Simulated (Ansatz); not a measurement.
# ZnS (F-43m) in Ansatz: a series of runs, part 2 of 2

Ansatz 0.2.0.

## (5) Relaxation of cell and atoms, PBE+D3(BJ)

The input, input.yaml:

```yaml
crystal:
  lattice:
    - [0.0, 2.702, 2.702]
    - [2.702, 0.0, 2.702]
    - [2.702, 2.702, 0.0]
  atoms:
    - { symbol: Zn, position: [0.75, 0.75, 0.75] }
    - { symbol: S, position: [0.0, 0.0, 0.0] }
kpoints:
  mp_grid: { grid: [9, 9, 9] }
scf:
  occupations: { method: fermi_dirac, width: 0.05 }
hamiltonian:
  xc: pbe
  dispersion: d3bj
  pseudopotentials: { kind: all_electron, lapw: { basis_error: 0.001 } }
output:
  forces: true
  stress: true
relax:
  f_tol: 0.005
  max_steps: 60
  cell: {}
```

Potentials or basis: all-electron LAPW, scalar-relativistic.

The run is started by

```bash
> ansatz run input.yaml --threads 1 --pin off --max-ram 3072MiB --backend cpu --events-out ev --progress --plain --runs-dir out
```

The log of the run:

```text
Warning: RAYON_NUM_THREADS=1 ignored (pool sized by the plan → 1); use --threads N
The last accepted step is kept in <dir> (removed where the run ends without a failure and the disk answers)
LAPW: plane waves up to 8.916 Å⁻¹, error target 1.0e-3 eV per atom; small_component_spin mean_spin; S in spheres of 1.009 Å, 14 of its electrons in bands, Dirac shells []; Zn in spheres of 1.261 Å, 20 of its electrons in bands, Dirac shells [] (how accurate: hamiltonian.pseudopotentials.lapw.basis_error, Limitations)
Engine: ansatz 0.2.0, aarch64-unknown-linux-gnu
Pseudopotentials: kind: all_electron
Pseudopotential: Zn, LAPW, valence charge 20, lapw/all_electron/scalar/gaussian/Zn, Koelling and Harmon's equation, gaussian nucleus
Pseudopotential: S, LAPW, valence charge 14, lapw/all_electron/scalar/gaussian/S, Koelling and Harmon's equation, gaussian nucleus
Functional definition: PBE
  parameter kappa = 0.804
  parameter beta = 0.06672455060314922
  exchange = pbe_x(kappa = kappa, mu = beta*pi^2/3)
  correlation = pbe_c(beta = beta)
Crystal: 2 atoms, lattice volume = 39.454 Å³
Basis set: ecut = 302.8874002499421 eV, 459 PW (Γ), exchange–correlation at level 2
Bands: 21, of which v1, the nominal top of the filled ones, is band 17 counted from 1 (16 counted from 0)
Symmetry: 24 space group operations
Space group: F-43m (ITA 216), of the structure as read, at distance tolerance 3.4e-5 Å
k-points: 35 of 729 (time reversal used)
Non-local potential: Zn, projectors of the file, none
Non-local potential: S, projectors of the file, none
Initial density: superposition of atomic densities (chi_scale 0.1, normalization cell, long waves kept (reshape's long-wave potential 0.00 eV rms))
Initial wavefunctions: plane waves of lowest kinetic energy (no species holds an atomic orbital)
Functional: x = pbe(κ = 0.804, μ = 0.2195149727645171), c = pbe(β = 0.06672455060314922)
iter 1 solved again at ethr=3.19e-3 eV; its pass at ethr=1.00e-1 eV (dr2=1.08e0 eV) is discarded
SCF iter   1: F=—  HF=-59738.377925 eV  |F-HF|=—  |Δ(HF+E_count)|=         —  Δρ=4.09e-2  dr2=1.09e0  ethr=3.19e-3  ⟨swp⟩=2.0  Hψ=5022  notcnv=0
preconditioner: auto → none  [insulator: Δε(μ)=2.380 eV  Ē_g=11.613 eV  σ=0.050 eV  W_gap=1.00  n_scr=14 (ndim 8)  ℏωp=25.1 eV  f_vac=0.113  D(μ)=0.00/eV (n_scr^D=0)  ε∞_Penn≈5.7]
iter 2 solved again at ethr=1.59e-4 eV; its pass at ethr=3.19e-3 eV (dr2=5.41e-2 eV) is discarded
SCF iter   2: F=—  HF=-59738.047031 eV  |F-HF|=—  |Δ(HF+E_count)|=   3.31e-1  Δρ=1.37e-2  dr2=5.40e-2  ethr=1.59e-4  ⟨swp⟩=2.0  Hψ=3833  notcnv=0
SCF iter   3: F=—  HF=-59737.955782 eV  |F-HF|=—  |Δ(HF+E_count)|=   9.12e-2  Δρ=7.92e-3  dr2=1.66e-2  ethr=1.59e-4  ⟨swp⟩=3.0  Hψ=2267  notcnv=0
SCF iter   4: F=—  HF=-59737.948373 eV  |F-HF|=—  |Δ(HF+E_count)|=         —  Δρ=3.85e-3  dr2=3.91e-3  ethr=4.88e-5  ⟨swp⟩=2.0  Hψ=2009  notcnv=0
the basis was enlarged: its passes take 99.7 KiB over the memory plan, 1 of 1 planned eigensolver slots
SCF iter   5: F=—  HF=-59737.948681 eV  |F-HF|=—  |Δ(HF+E_count)|=   3.09e-4  Δρ=6.97e-4  dr2=1.23e-4  ethr=1.15e-5  ⟨swp⟩=2.0  Hψ=2052  notcnv=0
SCF iter   6: F=—  HF=-59737.948744 eV  |F-HF|=—  |Δ(HF+E_count)|=   6.25e-5  Δρ=7.86e-5  dr2=1.63e-6  ethr=3.62e-7  ⟨swp⟩=2.8  Hψ=2039  notcnv=0
SCF iter   7: F=-59737.948747 eV  HF=-59737.948747 eV  |F-HF|=5.60e-10  |Δ(HF+E_count)|=   3.03e-6  Δρ=4.40e-6  dr2=8.63e-9  ethr=4.80e-9  ⟨swp⟩=3.0  Hψ=2174  notcnv=0
SCF 1 converged in 7 iterations: F = -59737.948747 eV  dr2 = 8.63e-9
relax step   1: F+E_penalty+E_count = -59737.94874701 eV  Δ(F+E_penalty+E_count) = +0.000e0 eV  max|allowed force component| = 9.714e-17 eV/Å  Δτ_max = 0.0000 Å  P = -1.152 GPa  Ω = 39.454 Å³  (7 SCF iters, accepted)
Crystal: 2 atoms, lattice volume = 39.103 Å³
Basis set: ecut = 304.69604456035637 eV, 459 PW (Γ), exchange–correlation at level 2
Initial density: handed on by an earlier stage of this run
Initial wavefunctions: those handed on with the density
iter 1 solved again at ethr=4.82e-8 eV; its pass at ethr=1.00e-1 eV (dr2=1.64e-5 eV) is discarded
SCF iter   1: F=—  HF=-59737.950565 eV  |F-HF|=—  |Δ(HF+E_count)|=         —  Δρ=1.47e-4  dr2=1.59e-5  ethr=4.82e-8  ⟨swp⟩=4.1  Hψ=4009  notcnv=0
preconditioner: auto → none  [insulator: Δε(μ)=2.149 eV  Ē_g=12.244 eV  σ=0.050 eV  W_gap=1.00  n_scr=14 (ndim 8)  ℏωp=25.2 eV  f_vac=0.162  D(μ)=0.00/eV (n_scr^D=0)  ε∞_Penn≈5.2]
SCF iter   2: F=—  HF=-59737.950563 eV  |F-HF|=—  |Δ(HF+E_count)|=   2.01e-6  Δρ=6.66e-5  dr2=3.33e-6  ethr=4.67e-8  ⟨swp⟩=2.0  Hψ=1996  notcnv=0
iter 3 solved again at ethr=5.29e-10 eV; its pass at ethr=9.80e-9 eV (dr2=1.80e-7 eV) is discarded
SCF iter   3: F=—  HF=-59737.950564 eV  |F-HF|=—  |Δ(HF+E_count)|=   9.78e-7  Δρ=1.94e-5  dr2=1.80e-7  ethr=5.29e-10  ⟨swp⟩=2.0  Hψ=3504  notcnv=0
SCF iter   4: F=-59737.950564 eV  HF=-59737.950563 eV  |F-HF|=2.15e-8  |Δ(HF+E_count)|=   6.35e-7  Δρ=9.89e-6  dr2=4.45e-8  ethr=5.29e-10  ⟨swp⟩=3.0  Hψ=2286  notcnv=0
SCF 2 converged in 4 iterations: F = -59737.950564 eV  dr2 = 4.45e-8
relax step   2: F+E_penalty+E_count = -59737.95056352 eV  Δ(F+E_penalty+E_count) = -1.817e-3 eV  max|allowed force component| = 3.123e-17 eV/Å  Δτ_max = 0.0000 Å  P = -0.502 GPa  Ω = 39.103 Å³  (4 SCF iters, accepted)
Crystal: 2 atoms, lattice volume = 38.836 Å³
Basis set: ecut = 306.088187146106 eV, 459 PW (Γ), exchange–correlation at level 2
iter 1 solved again at ethr=2.99e-8 eV; its pass at ethr=1.00e-1 eV (dr2=1.02e-5 eV) is discarded
SCF iter   1: F=—  HF=-59737.950973 eV  |F-HF|=—  |Δ(HF+E_count)|=         —  Δρ=1.18e-4  dr2=1.02e-5  ethr=2.99e-8  ⟨swp⟩=4.4  Hψ=3976  notcnv=0
preconditioner: auto → none  [insulator: Δε(μ)=2.180 eV  Ē_g=12.278 eV  σ=0.050 eV  W_gap=1.00  n_scr=14 (ndim 8)  ℏωp=25.3 eV  f_vac=0.162  D(μ)=0.00/eV (n_scr^D=0)  ε∞_Penn≈5.2]
SCF iter   2: F=—  HF=-59737.950973 eV  |F-HF|=—  |Δ(HF+E_count)|=   6.69e-7  Δρ=5.33e-5  dr2=2.09e-6  ethr=2.99e-8  ⟨swp⟩=2.0  Hψ=1995  notcnv=0
iter 3 solved again at ethr=2.06e-10 eV; its pass at ethr=6.14e-9 eV (dr2=6.99e-8 eV) is discarded
SCF iter   3: F=—  HF=-59737.950974 eV  |F-HF|=—  |Δ(HF+E_count)|=   1.03e-6  Δρ=1.41e-5  dr2=7.00e-8  ethr=2.06e-10  ⟨swp⟩=2.0  Hψ=3527  notcnv=0
SCF iter   4: F=-59737.950973 eV  HF=-59737.950973 eV  |F-HF|=1.36e-8  |Δ(HF+E_count)|=   5.55e-7  Δρ=8.09e-6  dr2=2.80e-8  ethr=2.06e-10  ⟨swp⟩=3.0  Hψ=2286  notcnv=0
SCF 3 converged in 4 iterations: F = -59737.950973 eV  dr2 = 2.80e-8
relax step   3: F+E_penalty+E_count = -59737.95097304 eV  Δ(F+E_penalty+E_count) = -4.095e-4 eV  max|allowed force component| = 5.551e-17 eV/Å  Δτ_max = 0.0000 Å  P = +0.013 GPa  Ω = 38.836 Å³  (4 SCF iters, accepted)
iter 1 solved again at ethr=8.22e-11 eV; its pass at ethr=1.00e-1 eV (dr2=2.80e-8 eV) is discarded
SCF iter   1: F=—  HF=-59737.950973 eV  |F-HF|=—  |Δ(HF+E_count)|=         —  Δρ=8.10e-6  dr2=2.80e-8  ethr=8.22e-11  ⟨swp⟩=4.1  Hψ=3711  notcnv=0
preconditioner: auto → none  [insulator: Δε(μ)=2.181 eV  Ē_g=12.278 eV  σ=0.050 eV  W_gap=1.00  n_scr=14 (ndim 8)  ℏωp=25.3 eV  f_vac=0.162  D(μ)=0.00/eV (n_scr^D=0)  ε∞_Penn≈5.2]
SCF iter   2: F=-59737.950974 eV  HF=-59737.950974 eV  |F-HF|=3.00e-9  |Δ(HF+E_count)|=   4.59e-8  Δρ=4.14e-6  dr2=6.24e-9  ethr=8.22e-11  ⟨swp⟩=3.0  Hψ=2073  notcnv=0
SCF 4 converged in 2 iterations: F = -59737.950974 eV  dr2 = 6.24e-9
relax step   4: F+E_penalty+E_count = -59737.95097350 eV  Δ(F+E_penalty+E_count) = -4.597e-7 eV  max|allowed force component| = 5.089e-17 eV/Å  Δτ_max = 0.0000 Å  P = +0.013 GPa  Ω = 38.836 Å³  stress off target by 1.28e-2 GPa  SCF on the basis re-selected at this cell (its energy is not comparable with the rows above)  (2 SCF iters)
basis re-selected at this cell: Δ(F+E_penalty+E_count) = -4.597e-7 eV, ΔP = -0.001 GPa vs the last step (what re-selecting the basis moved, after the strain that the cell walked since its last selection, with what the two solves' SCF thresholds leave and, on support functions, any second-order correction that the steps lacked; it is no measure of the basis error at this ecutwfc). This SCF's stress stands 1.28e-2 GPa from its target on what of the cell is left free (relax.cell.stress_tol is 5.00e-2 GPa) and its largest allowed force component is 5.09e-17 eV/Å (relax.f_tol is 5.00e-3 eV/Å): within both
SCF converged after 2 iterations
Free energy (F): -59737.950974 eV
Harris-Foulkes:  -59737.950974 eV  (|F-HF|=3.00e-9)
Internal energy: -59737.950974 eV  (E = F + TS)
E sigma→0 (E₀):  -59737.950974 eV
Fermi energy:    8.671665 eV
--- Per-component energies (eV) ---
  E_band       = -1873.910350
  E_kinetic    = 60685.635752
  E_xc         = -2649.192118
  E_electrostatic = -117773.767291  (all electrons and nuclei)
  E_disp       = -0.627317  (pairwise vdW)
  E_smearing   = -0.000000  (= −TS)
  E_closure    = 0.000000  (closes the sum)
  E_atoms      = -59730.497347  (free atoms, spherical and without spin; not in F)
  Σ components = -59737.950974   (vs F -59737.950974, Δ=0.00e0)
  Basis errors (estimates in eV, not in F): energy 4.6e-4 per atom: plane waves 4.2e-4 (2.5e-4 summed), levels above the bands 3.0e-48, relativity 1.8e-8, radial functions 4.5e-5, core shells 9.4e-11; eigenvalues (radial functions only) 4.4e-7; not estimated: angular momenta, meshes, grids; target (lapw.basis_error) 1.0e-3; muffin-tin radii S 1.004 Å, Zn 1.254 Å
--- Forces (eV/Å), atoms counted from 1 ---
  atom   1  Zn    -0.00000000    -0.00000000     0.00000000
  atom   2  S      0.00000000     0.00000000    -0.00000000
  max |Σ_I F_I| component: 9.25e-18 eV/Å
--- Stress (GPa, compression-positive) ---
        0.012752      -0.000000      -0.000000
       -0.000000       0.012752       0.000000
       -0.000000       0.000000       0.012752
  P = ⅓ Tr σ = 0.0128 GPa (0.128 kbar)
--- Relaxed structure (3 steps of the walk, 3 accepted, 1 SCFs on fresh bases) ---
  F+E_penalty+E_count = -59737.95097350 eV   max|allowed force component| = 5.089e-17 eV/Å   (the final SCF, on the basis selected at the relaxed cell)
  cell:  # Å, volume = 38.8363 Å³
    - [-2.627301204461789e-35, 2.6878353652297293, 2.6878353652297293]
    - [2.6878353652297293, 2.5476860164477947e-35, 2.6878353652297293]
    - [2.6878353652297293, 2.6878353652297293, -1.0270359253805173e-34]
  atoms:
    - { symbol: Zn, position: [0.75, 0.75, 0.75] }
    - { symbol: S, position: [2.9699141752825626e-35, -5.9398283505651255e-36, 5.9398283505651255e-36] }
```

It took 31 s on 1 thread of Arm Neoverse V1, shared host; peak memory 0.28 GiB.

What came out:

* Free energy: -59737.9510 eV
* Relaxed volume: 19.42 Å³/atom
* Relaxed cell: a = 3.801 Å, b = 3.801 Å, c = 3.801 Å, α = 60.00°, β = 60.00°, γ = 60.00°
* Space group after relaxing (to 0.05 Å): F-43m (No. 216)
* Energy gained by relaxing: 1.1 meV/atom
* Ionic steps: 4
* Pressure after relaxing: 0.0 GPa
* Band gap on the k mesh: 2.18 eV

The path:
```tsv
step	energy change (eV)	largest force (eV/Å)	volume (Å³)
1	0.0000	0.0000	39.45
2	-0.0018	0.0000	39.10
3	-0.0022	0.0000	38.84
4	-0.0022	0.0000	38.84
```

Final structure:
```cif
data_structure
_symmetry_space_group_name_H-M 'P 1'
_symmetry_Int_Tables_number 1
_cell_length_a 3.8012
_cell_length_b 3.8012
_cell_length_c 3.8012
_cell_angle_alpha 60.000
_cell_angle_beta 60.000
_cell_angle_gamma 60.000
_cell_volume 38.84
loop_
_atom_site_label
_atom_site_type_symbol
_atom_site_fract_x
_atom_site_fract_y
_atom_site_fract_z
_atom_site_occupancy
Zn1 Zn 0.75000 0.75000 0.75000 1
S1 S 0.00000 0.00000 0.00000 1
```

Caveat: an odd mesh through Γ misses points on the zone boundary, where band edges often lie.

## (6) Summary

```csv
task,level,cell,k mesh,cutoff (eV),smearing,basis error allowed,gap on the mesh (eV),pressure (GPa),relaxed volume (Å³/atom)
single point,PBE,as given,9 × 9 × 9,280,gaussian 0.012 eV,0.001 eV/atom,2.11,1.6,-
relaxation of cell and atoms,BLYP,relaxed,9 × 9 × 9,-,fermi-dirac 0.05 eV,0.001 eV/atom,1.75,0.0,21.28
single point,PBE,as given,6 × 6 × 6,244,fermi-dirac 0.02 eV,0.003 eV/atom,2.11,1.6,-
relaxation of cell and atoms,PBE+D3(BJ),relaxed,9 × 9 × 9,-,fermi-dirac 0.05 eV,0.001 eV/atom,2.18,0.0,19.42
```

Alike in all rows: potentials or basis all-electron LAPW, scalar-relativistic; no spin polarisation.

Caveats: an odd mesh through Γ misses points on the zone boundary, where band edges often lie (some runs).

Compare energies only between runs with the same functional and basis.

## (7) Against experiment

Step 2. A measured gap of ZnS is 3.85 eV (direct; 19 K; quoted in “Electronic, vibrational, and thermodynamic properties of ZnS (zincblende and rocksalt structure)”, 2009, arxiv:0911.5022); the calculated 2.11 eV misses it by -1.74 eV. The value is that of PBE, without temperature or zero-point motion. Semilocal functionals fall short of measured gaps as a rule.

Step 4. Against the measured gap of ZnS, 3.85 eV (direct; 19 K; quoted in “Electronic, vibrational, and thermodynamic properties of ZnS (zincblende and rocksalt structure)”, 2009, arxiv:0911.5022), the calculated 2.11 eV is off by -1.74 eV. The value is that of PBE, without temperature or zero-point motion. Semilocal functionals fall short of measured gaps as a rule.
